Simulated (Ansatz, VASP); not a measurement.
One calculation of W, two programs

File POSCAR:

```
W
1.0
   -2.4656804795      2.4656804795      1.3450742167
    2.4656804795     -2.4656804795      1.3450742167
    2.4656804795      2.4656804795     -1.3450742167
W
2
Direct
    0.0000000000      0.0000000000      0.0000000000
    0.7500000000      0.2500000000      0.5000000000
```

INCAR.step1

```
SYSTEM = W
PREC = Accurate
ENCUT = 520
ISMEAR = 0
SIGMA = 0.1
LREAL = .False.
LASPH = .True.
NELM = 100
NBANDS = 21
GGA = PE
ALGO = Normal
EDIFF = 1E-4
LWAVE = .True.
LCHARG = .False.
```

File INCAR.step2:

```
SYSTEM = W
PREC = Accurate
ENCUT = 520
EDIFF = 1E-7
ISMEAR = 0
SIGMA = 0.1
LREAL = .False.
LASPH = .True.
NELM = 100
ALGO = Normal
ISIF = 2
LWAVE = .False.
LCHARG = .False.
METAGGA = R2SCAN
LMIXTAU = .True.
NBANDS = 21
ISTART = 1
```

Contents of KPOINTS:

```
regular mesh
0
Gamma
  8 8 8
  0 0 0
```

Input for Ansatz:

```yaml
crystal:
  lattice:
    - [-2.4656804795, 2.4656804795, 1.3450742167]
    - [2.4656804795, -2.4656804795, 1.3450742167]
    - [2.4656804795, 2.4656804795, -1.3450742167]
  atoms:
    - { symbol: W, position: [0.0, 0.0, 0.0] }
    - { symbol: W, position: [0.75, 0.25, 0.5] }
basis:
  ecutwfc: 500
kpoints:
  mp_grid: { grid: [8, 8, 8] }
hamiltonian:
  xc: r2scan
scf:
  occupations: { method: gaussian, width: 0.1 }
  lower_state_search: "off"
output:
  forces: true
  stress: true
  eigenvalues: true
```

Alike in both runs: task single point; functional r2SCAN; k mesh 8 × 8 × 8; occupations gaussian, width 0.1 eV; no spin polarisation.

|  | VASP | Ansatz |
| --- | --- | --- |
| version | VASP 6.6.1 | Ansatz 0.2.0 |
| potentials or method | VASP PAW PBE potentials, release 64 (W_sv) | scalar-relativistic, plane waves, PAW |
| plane-wave cutoff (eV) | 520 | 500 |
| valence electrons in the cell | 28 | 28 |

```csv
,VASP,Ansatz,Ansatz less VASP
gap on the k mesh at the Fermi level (eV),none,none,-
pressure (GPa),17.9,16.2,-1.71
largest component of the traceless stress (GPa),5.86,5.50,-0.358
```

A gap of «none» marks a metal or a gap that the smearing closes. With one functional, cell and mesh, what is left measures potentials, basis and numerics.

Caveats: so large a pressure means that the cell lies far from this level's equilibrium, or that cutoff or potentials fall short (VASP); the potentials were made for another functional, which shifts forces and pressure (VASP). Spin-orbit coupling is left out, which matters for the levels of W.
